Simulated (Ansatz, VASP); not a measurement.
# Two plane-wave programs on Na

```
Na
1.0
     3.69010    0.00000    0.00000
    -1.84505    3.19572    0.00000
     0.00000    0.00000    6.02837
Na
2
Direct
  0.66667 0.33333 0.75000
  0.33333 0.66667 0.25000
```

Change from the starting cell: volume scaled by 0.94.

Alike in both runs: task single point; functional PBE; k mesh 8 × 8 × 5; occupations fermi-dirac, width 0.05 eV; no spin polarisation.

|  | VASP | Ansatz |
| --- | --- | --- |
| version | VASP 6.6.1 | Ansatz 0.2.0 |
| potentials or method | VASP PAW PBE potentials, release 64 (Na_pv) | Ansatz PAW |
| plane-wave cutoff (eV) | 520 | 420 |
| valence electrons in the cell | 14 | 18 |

|  | VASP | Ansatz | Ansatz less VASP |
| --- | --- | --- | --- |
| gap on the k mesh at the Fermi level (eV) | none | none | - |
| pressure (GPa) | 0.4 | 0.4 | 0.00 |
| largest component of the traceless stress (GPa) | 0.18 | 0.18 | 0.000 |

A gap of «none» marks a metal or a gap that the smearing closes. The two sets of potentials don't hold the same shells in valence.
